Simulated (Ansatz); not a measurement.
MoS2, DFT, LDA, all-electron LAPW, scalar-relativistic (Ansatz 0.2.0), run on 1 thread of Arm Neoverse V1 on a shared host.

The cell comes from COD entry 9007661, which wasn't checked; take it as a given geometry. The listed cell was then made from it by scaling, straining or moving an atom.

Command: `ansatz run input.yaml --threads 1 --pin off --max-ram 4096MiB --backend cpu --events-out ev --progress --plain --runs-dir out`

```yaml
crystal:
  lattice:
    - [1.6023119586, 0.9250952406, 6.2039093722]
    - [-1.6023119586, 0.9250952406, 6.2039093722]
    - [0.0, -1.8501904812, 6.2039093722]
  atoms:
    - { symbol: Mo, position: [0.0, 0.0, 0.0] }
    - { symbol: S, position: [0.7484, 0.7484, 0.7484] }
    - { symbol: S, position: [0.5849, 0.5849, 0.5849] }
kpoints:
  mp_grid: { grid: [15, 15, 15] }
  band_path:
    path:
      - [0.0, 0.0, 0.0]
      - [0.5, 0.5, 0.5]
      - [0.8185098338, 0.1814901662, 0.5]
      - [0.5, -0.1814901662, 0.1814901662]
      - [0.5, 0.0, 0.0]
      - [0.0, 0.0, 0.0]
      - [0.3407450831, -0.3407450831, 0.0]
      - [0.6592549169, 0.0, 0.3407450831]
      - [0.5, 0.0, 0.5]
    npoints: 5
scf:
  occupations: { method: fermi_dirac, width: 0.05 }
hamiltonian:
  xc: lda
  pseudopotentials: { kind: all_electron, lapw: { basis_error: 0.001 } }
output:
  forces: true
  stress: true
  eigenvalues: true
```

(1) How large is the problem that the program sets up?

(2) Estimate the wall time and the peak memory.

Results:

(1) 344 irreducible k-points, 551 plane waves at Γ, 35 bands.

(2) 5.8 min of wall time for 10 SCF iterations, with a peak of 1.2 GiB. Times on shared machines scatter by tens of per cent.
